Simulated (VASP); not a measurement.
# HgTe (I4mm) in VASP: a series of runs

The runs below take HgTe through single point, with PBE.

Program: VASP 6.6.1. These are calculated values, not measurements. Logs are shortened: lines on timing, memory, paths and dates and some standing lists are left out, and cuts for length are marked.

## 1. The cell of the first run

The structure is tetragonal, space group I4mm (No. 107). Conventional cell: a = 4.352 Å, b = 4.352 Å, c = 6.154 Å, α = 90.00°, β = 90.00°, γ = 90.00°. Around Hg (site symmetry 4mm) lie 6 Te at 3.03 to 3.13 Å. Te (site symmetry 4mm) has 6 Hg at 3.03 to 3.13 Å as nearest neighbours.

Measurements of this composition are mostly on another form, of space group No. 216.

## 2. Single point, PBE (all Te atoms moved -0.050 Å, as atom 2 along Cartesian [1 0 0])

INCAR reads:

```
SYSTEM = HgTe
PREC = Accurate
ENCUT = 520
EDIFF = 1E-6
ISMEAR = 0
SIGMA = 0.15
LREAL = .FALSE.
LASPH = .TRUE.
NELM = 100
ALGO = Fast
ISIF = 2
LWAVE = .FALSE.
LCHARG = .FALSE.
GGA = PE
NBANDS = 16
```

KPOINTS reads:

```
Automatic mesh
0
G
  14 14 14
  0 0 0
```

POSCAR reads:

```
HgTe
1.0
    0.0000000000      3.0771170000      3.0771170000
    3.0771170000      0.0000000000      3.0771170000
    3.0771170000      3.0771170000      0.0000000000
Hg Te
1 1
Direct
    0.0000000000      0.0000000000      0.0000000000
    0.5081244880      0.4918755120      0.4918755120
```

Potentials or basis: VASP PAW PBE potentials, release 64 (Hg, Te).

Run with:

```
$ cat potpaw_PBE.64/Hg/POTCAR potpaw_PBE.64/Te/POTCAR > POTCAR
$ mpirun -np 1 vasp_std > vasp.out
```

OUTCAR:

```text
SYSTEM = HgTe
   PREC = Accurate
   ENCUT = 520
   EDIFF = 1E-6
   ISMEAR = 0
   LREAL = .FALSE.
   LASPH = .TRUE.
   NELM = 100
   ISIF = 2
   GGA = PE

 ion  position               nearest neighbor table
   1  0.000  0.000  0.000-   2 3.03   2 3.08   2 3.08   2 3.08   2 3.08   2 3.13
   2  0.508  0.492  0.492-   1 3.03   1 3.08   1 3.08   1 3.08   1 3.08   1 3.13

  LATTYP: Found a face centered cubic cell.
 ALAT       =     6.1542340000

  Lattice vectors:

 A1 = (   0.0000000000,   3.0771170000,   3.0771170000)
 A2 = (   3.0771170000,   0.0000000000,   3.0771170000)
 A3 = (   3.0771170000,   3.0771170000,   0.0000000000)

Analysis of symmetry for initial positions (statically):
=====================================================================
 Subroutine PRICEL returns:
 Original cell was already a primitive cell.

 Routine SETGRP: Setting up the symmetry group for a
 face centered cubic supercell.

 Subroutine GETGRP returns: Found  8 space group operations
 (whereof  8 operations were pure point group operations)
 out of a pool of 48 trial point group operations.

The static configuration has the point symmetry C_4v.

Analysis of symmetry for dynamics (positions and initial velocities):
=====================================================================
 Subroutine PRICEL returns:
 Original cell was already a primitive cell.

 Routine SETGRP: Setting up the symmetry group for a
 face centered cubic supercell.

 Subroutine GETGRP returns: Found  8 space group operations
 (whereof  8 operations were pure point group operations)
 out of a pool of 48 trial point group operations.

The dynamic configuration has the point symmetry C_4v.

 Subroutine INISYM returns: Found  8 space group operations
 (whereof  8 operations are pure point group operations),
 and found     1 'primitive' translations

----------------------------------------------------------------------------------------

                                     Primitive cell

  volume of cell :      58.2723

  direct lattice vectors                    reciprocal lattice vectors
     0.000000000  3.077117000  3.077117000    -0.162489759  0.162489759  0.162489759
     3.077117000  0.000000000  3.077117000     0.162489759 -0.162489759  0.162489759
     3.077117000  3.077117000  0.000000000     0.162489759  0.162489759 -0.162489759

  length of vectors
     4.351700594  4.351700594  4.351700594     0.281440518  0.281440518  0.281440518

  position of ions in fractional coordinates (direct lattice)
     0.000000000  0.000000000  0.000000000
     0.508124488  0.491875512  0.491875512

  ion indices of the primitive-cell ions
   primitive index   ion index
                 1           1
                 2           2

----------------------------------------------------------------------------------------

 KPOINTS: Automatic mesh

Automatic generation of k-mesh.
 Grid dimensions read from file:
 generate k-points for:   14   14   14

 Generating k-lattice:

  Cartesian coordinates                     Fractional coordinates (reciprocal lattice)
    -0.011606411  0.011606411  0.011606411     0.071428571  0.000000000  0.000000000
     0.011606411 -0.011606411  0.011606411     0.000000000  0.071428571  0.000000000
     0.011606411  0.011606411 -0.011606411     0.000000000  0.000000000  0.071428571

  Length of vectors
     0.020102894  0.020102894  0.020102894

  Shift w.r.t. Gamma in fractional coordinates (k-lattice)
     0.000000000  0.000000000  0.000000000

 Subroutine IBZKPT returns following result:
 ===========================================

 Found    244 irreducible k-points:

 Following reciprocal coordinates:
            Coordinates               Weight
  0.000000  0.000000  0.000000      1.000000
  0.071429  0.000000  0.000000      8.000000
  0.142857  0.000000  0.000000      8.000000
  0.214286  0.000000  0.000000      8.000000
  0.285714  0.000000  0.000000      8.000000
  0.357143  0.000000  0.000000      8.000000
[... 16 lines left out ...]
 -0.428571  0.071429  0.000000     16.000000
  0.000000 -0.428571  0.071429      8.000000
 [... further k-points ...]
   k-points           NKPTS =    244   k-points in BZ     NKDIM =    244   number of bands    NBANDS=     16
   number of dos      NEDOS =    301   number of ions     NIONS =      2
   total plane-waves  NPLWV =  32768
   dimension x,y,z NGX =    32 NGY =   32 NGZ =   32
   dimension x,y,z NGXF=    64 NGYF=   64 NGZF=   64
   ions per type =               1   1
   NGX,Y,Z   is equivalent  to a cutoff of  12.22, 12.22, 12.22 a.u.
   NGXF,Y,Z  is equivalent  to a cutoff of  24.45, 24.45, 24.45 a.u.
 SYSTEM =  HgTe
   PREC   = accura    normal or accurate (medium, high low for compatibility)
   ISTART =      0    job   : 0-new  1-cont  2-samecut
   ICHARG =      2    charge: 1-file 2-atom 10-const
   ISPIN  =      1    spin polarized calculation?
   LNONCOLLINEAR =      F non collinear calculations
   LSORBIT =      F    spin-orbit coupling
   LASPH  =      T    aspherical Exc in radial PAW
   ENCUT  =  520.0 eV  38.22 Ry    6.18 a.u.   8.09  8.09  8.09*2*pi/ulx,y,z
   NELM   =    100;   NELMIN=  2; NELMDL= -5     # of ELM steps
   EDIFF  = 0.1E-05   stopping-criterion for ELM
   LREAL  =      F    real-space projection
   EDIFFG = 0.1E-04   stopping-criterion for IOM
   NSW    =      0    number of steps for IOM
   IBRION =     -1    ionic relax: 0-MD 1-quasi-New 2-CG
   NFREE  =      0    steps in history (QN), initial steepest desc. (CG)
   ISIF   =      2    stress and relaxation
   ISYM   =      2    0-nonsym 1-usesym 2-fastsym
   POTIM  = 0.5000    time-step for ionic-motion
   TEBEG  =    0.0;   TEEND  =   0.0 temperature during run
   PSTRESS=    0.0 pullay stress
   NELECT =      18.0000    total number of electrons
   NUPDOWN=      -1.0000    fix difference up-down
   EMIN   =  10.00;   EMAX   =-10.00  energy-range for DOS
   EFERMI =   0.00;   METHOD = LEGACY
   ISMEAR =     0;   SIGMA  =   0.15  broadening in eV -4-tet -1-fermi 0-gaus
   EFERMI_NEDOS =   21; number of points for ismear=-14 and -15
   IALGO  =     68    algorithm
   IMIX   =      4    mixing-type and parameters
     AMIX     =   0.40;   BMIX     =  1.00
     AMIX_MAG =   1.60;   BMIX_MAG =  1.00
  volume/ion in A,a.u.               =      29.14       196.62
  Fermi-wavevector in a.u.,A,eV,Ry     =   1.106653  2.091272 16.662809  1.224682
  Thomas-Fermi vector in A             =   2.243157
   LORBIT       =      0    0 simple, 1 ext, 2 COOP (PROOUT), +10 PAW based schemes
   GGA     = PE    functional components
   LHFCALC =     F    Hartree Fock is set to
   AEXX    =    0.0000 exact exchange contribution
   IVDW    =     0    specifies the selected vdW correction
   LEPSILON=     F    determine dielectric tensor
   LRPA    =     F    only Hartree local field effects (RPA)
 non-spin polarized calculation
 RMM-DIIS sequential band-by-band and
 Gauss-broadening in eV      SIGMA  =   0.15
  energy-cutoff  :      520.00
  volume of cell :       58.27
 maximum number of plane-waves:      1588
   NGX = 17   NGY = 17   NGZ = 17

 number of electron      18.0000000 magnetization

 Free energy of the ion-electron system (eV)
  ---------------------------------------------------
  ext. energy  EPLUGINS =         0.00000000
  ---------------------------------------------------
  free energy    TOTEN  =        -3.35109687 eV

  energy without entropy =       -3.33678291  energy(sigma->0) =       -3.34393989

 E-fermi :   4.0879     XC(G=0):  -9.7453

 val. band max:        4.0834375171   @ k =   0.0000  -0.2143   0.0714
 cond. band min:       4.1018385105   @ k =   0.5000   0.2857   0.0000
 fundamental gap:      0.0184009935
 Fermi energy:         4.0878927400

 k-point     1 :       0.0000    0.0000    0.0000
  band No.  band energies     occupation
      1      -7.7524      2.00000
      2      -2.5114      2.00000
      3      -2.5061      2.00000
      4      -2.4515      2.00000
      5      -2.4515      2.00000
      6      -2.4493      2.00000
[... 8 lines left out ...]
     15      11.9060      0.00000
     16      11.9060      0.00000

 k-point     2 :       0.0714    0.0000    0.0000
  band No.  band energies     occupation
      1      -7.7101      2.00000
      2      -2.5266      2.00000
      3      -2.5214      2.00000
      4      -2.4558      2.00000
      5      -2.4459      2.00000
      6      -2.4444      2.00000
[... 8 lines left out ...]
     15      12.0001      0.00000
     16      12.0167      0.00000

 k-point     3 :       0.1429    0.0000    0.0000
  band No.  band energies     occupation
      1      -7.5866      2.00000
      2      -2.5719      2.00000
      3      -2.5667      2.00000
      4      -2.4720      2.00000
      5      -2.4261      2.00000
      6      -2.4251      2.00000
[... 8 lines left out ...]
     15      12.2476      0.00000
     16      12.2486      0.00000

 k-point     4 :       0.2143    0.0000    0.0000
  band No.  band energies     occupation
      1      -7.3924      2.00000
      2      -2.6376      2.00000
      3      -2.6325      2.00000
      4      -2.5067      2.00000
      5      -2.3951      2.00000
      6      -2.3943      2.00000
[... 8 lines left out ...]
     15      12.6500      0.00000
     16      12.6517      0.00000
[... 324 lines left out ...]
 k-point    22 :       0.0000    0.5000    0.0714
  band No.  band energies     occupation
      1      -6.6211      2.00000
      2      -2.8390      2.00000
      3      -2.8047      2.00000
      4      -2.7875      2.00000
      5      -2.2981      2.00000
      6      -2.2934      2.00000
[... 8 lines left out ...]
     15      14.9995      0.00000
     16      15.2925      0.00000

 k-point    23 :      -0.4286    0.0714    0.0000
  band No.  band energies     occupation
      1      -6.6461      2.00000
      2      -2.8435      2.00000
      3      -2.8165      2.00000
      4      -2.7483      2.00000
      5      -2.3019      2.00000
      6      -2.2946      2.00000
[... 8 lines left out ...]
     15      14.4228      0.00000
     16      15.3773      0.00000

 k-point    24 :       0.0000   -0.4286    0.0714
  band No.  band energies     occupation
      1      -6.6462      2.00000
      2      -2.8425      2.00000
      3      -2.8144      2.00000
      4      -2.7506      2.00000
      5      -2.3023      2.00000
      6      -2.2943      2.00000
[... 8 lines left out ...]
     15      14.4242      0.00000
     16      15.3784      0.00000

 [... further k-points ...]
[... 5 lines left out ...]
  --------------------------------------------------------------------------------------
  -------------------------------------------------------------------------------------
  Total       -0.0095810     -0.0565496     -0.0565496      0.0000000      0.0000000      0.0000000
  in kB       -0.2634256     -1.5548120     -1.5548120      0.0000000      0.0000000      0.0000000
  external PRESSURE =      -1.1243498 kB  Pullay stress =       0.0000000 kB

 VOLUME and BASIS-vectors are now :
 -----------------------------------------------------------------------------
  energy-cutoff  :      520.00
  volume of cell :       58.27
      direct lattice vectors                 reciprocal lattice vectors
     0.000000000  3.077117000  3.077117000    -0.162489759  0.162489759  0.162489759
     3.077117000  0.000000000  3.077117000     0.162489759 -0.162489759  0.162489759
     3.077117000  3.077117000  0.000000000     0.162489759  0.162489759 -0.162489759

 POSITION                                       TOTAL-FORCE (eV/Angst)
 -----------------------------------------------------------------------------------
      0.00000      0.00000      0.00000        -0.080821      0.000000      0.000000
      3.02712      3.07712      3.07712         0.080821      0.000000      0.000000
 -----------------------------------------------------------------------------------
    total drift:                               -0.000086     -0.000000     -0.000000

  FREE ENERGIE OF THE ION-ELECTRON SYSTEM (eV)
  ---------------------------------------------------
  free  energy   TOTEN  =        -3.3510968716 eV

  energy  without entropy=       -3.3367829085  energy(sigma->0) =       -3.34393989
```

It took 96 s on 1 thread of Intel Xeon Platinum 8488C (Sapphire Rapids), shared host; peak memory 0.36 GiB.

What came out:

```
Free energy            : -3.3511 eV
Pressure               : -0.1 GPa
Largest force          : 0.081 eV/Å
Band gap on the k mesh : none (metal or under the smearing width)
```

Forces on the atoms (eV/Å):
```
Hg  -0.081  0.000  0.000
Te   0.081  0.000  0.000
```

Stress tensor (GPa, compression positive):
```
-0.03  0.00  0.00
 0.00 -0.16  0.00
 0.00  0.00 -0.16
```

## 3. Single point, PBE (all Te atoms moved +0.075 Å, as atom 2 along Cartesian [1 0 0])

INCAR reads:

```
SYSTEM = HgTe
PREC = Accurate
ENCUT = 520
EDIFF = 1E-7
ISMEAR = 0
SIGMA = 0.15
LREAL = .False.
LASPH = .True.
NELM = 100
ALGO = Fast
ISIF = 2
LWAVE = .False.
LCHARG = .False.
GGA = PE
NBANDS = 16
```

KPOINTS reads:

```
regular mesh
0
Gamma
  14 14 14
  0 0 0
```

POSCAR, as its differences from that of step 2:

```diff
@@ -9,2 +9,2 @@
     0.0000000000      0.0000000000      0.0000000000
-    0.5081244880      0.4918755120      0.4918755120
+    0.4878132681      0.5121867319      0.5121867319
```

Potentials or basis: VASP PAW PBE potentials, release 64 (Hg, Te).

Run with:

```
$ cat potpaw_PBE.64/Hg/POTCAR potpaw_PBE.64/Te/POTCAR > POTCAR
$ mpirun -np 1 vasp_std > vasp.out
```

Wall time 2 min (1 thread of Intel Xeon Platinum 8488C (Sapphire Rapids), shared host); peak memory 0.36 GiB.

Results (log left out):

```yaml
Free_energy: -3.3486 eV
Pressure: -0.1 GPa
Largest_force: 0.123 eV/Å
Band_gap_on_the_k_mesh: none (metal or under the smearing width)
```

Forces in eV/Å, atoms in the order of the input:
```
Hg   0.123  0.000  0.000
Te  -0.123  0.000  0.000
```

Stress tensor (GPa, compression positive):
```
 0.14  0.00  0.00
 0.00 -0.15  0.00
 0.00  0.00 -0.15
```

Levels at points of the mesh, in eV from the Fermi level:
```csv
k point,band 5,band 6,band 7,band 8,band 9,band 10,band 11,band 12,band 13,band 14
"(0.00, 0.00, 0.00)",-6.54,-6.54,-1.05,-0.64,-0.64,-0.63,7.47,7.47,7.62,7.73
"(0.50, 0.00, 0.00)",-6.38,-6.38,-5.38,0.24,0.25,2.68,3.57,4.02,4.03,10.28
"(0.50, 0.50, 0.00)",-6.31,-5.78,-4.06,-2.72,-2.14,-2.11,4.89,9.03,9.04,9.50
"(0.00, 0.50, 0.50)",-6.32,-5.78,-4.11,-2.65,-2.15,-2.15,4.90,9.03,9.03,9.51
```

The run has no spin-orbit coupling, so splittings on Hg, Te are missing.

## 4. Single point, PBE (all Te atoms moved -0.100 Å, as atom 2 along Cartesian [1 0 0])

INCAR reads:

```
SYSTEM = HgTe
ALGO = Fast
EDIFF = 1E-6
ENCUT = 520
GGA = PE
ISIF = 2
ISMEAR = 0
LASPH = .True.
LCHARG = .False.
LREAL = .False.
LWAVE = .False.
NBANDS = 16
NELM = 100
PREC = Accurate
SIGMA = 0.15
```

KPOINTS reads:

```
k-points
0
Gamma
  14 14 14
  0 0 0
```

POSCAR, as its differences from that of step 3:

```diff
@@ -9,2 +9,2 @@
     0.0000000000      0.0000000000      0.0000000000
-    0.4878132681      0.5121867319      0.5121867319
+    0.5162489759      0.4837510241      0.4837510241
```

Run with:

```
$ cat potpaw_PBE.64/Hg/POTCAR potpaw_PBE.64/Te/POTCAR > POTCAR
$ mpirun -np 1 vasp_std > vasp.out
```

Wall time 90 s (1 thread of Intel Xeon Platinum 8488C (Sapphire Rapids), shared host); peak memory 0.36 GiB.

The run converged. Its results:

* Free energy: -3.3449 eV
* Pressure: 0.0 GPa
* Largest force: 0.167 eV/Å
* Band gap on the k mesh: none (metal or under the smearing width)

Forces on the atoms (eV/Å):
```
Hg  -0.167  0.000  0.000
Te   0.167  0.000  0.000
```

Stress tensor (GPa, compression positive):
```
 0.34  0.00  0.00
 0.00 -0.17  0.00
 0.00  0.00 -0.17
```

Levels at points of the mesh, in eV from the Fermi level:
```
           k point  band 5  band 6  band 7  band 8  band 9  band 10  band 11  band 12  band 13  band 14
(0.00, 0.00, 0.00)   -6.54   -6.53   -1.06   -0.63   -0.63    -0.62     7.41     7.41     7.61     7.73
(0.50, 0.00, 0.00)   -6.38   -6.38   -5.38    0.23    0.25     2.68     3.58     4.02     4.05    10.27
(0.50, 0.50, 0.00)   -6.31   -5.78   -4.06   -2.74   -2.13    -2.08     4.88     9.05     9.05     9.50
(0.00, 0.50, 0.50)   -6.32   -5.78   -4.13   -2.61   -2.14    -2.14     4.91     9.03     9.03     9.53
```

## 5. Overview

| cell | further INCAR settings | gap on the mesh (eV) | pressure (GPa) | largest force (eV/Å) |
| --- | --- | --- | --- | --- |
| all Te atoms moved -0.050 Å, as atom 2 along Cartesian [1 0 0] | ALGO = Fast; EDIFF = 1e-06; NBANDS = 16 | none | -0.1 | 0.08 |
| all Te atoms moved +0.075 Å, as atom 2 along Cartesian [1 0 0] | ALGO = Fast; EDIFF = 1e-07; NBANDS = 16 | none | -0.1 | 0.12 |
| all Te atoms moved -0.100 Å, as atom 2 along Cartesian [1 0 0] | ALGO = Fast; EDIFF = 1e-06; NBANDS = 16 | none | 0.0 | 0.17 |

Alike in all rows: task single point; level PBE; potentials or basis VASP PAW PBE potentials, release 64 (Hg, Te); no spin polarisation; k mesh 14 × 14 × 14; cutoff (eV) 520; smearing gaussian 0.15 eV.

Absolute energies hang on the potentials; compare differences alone.
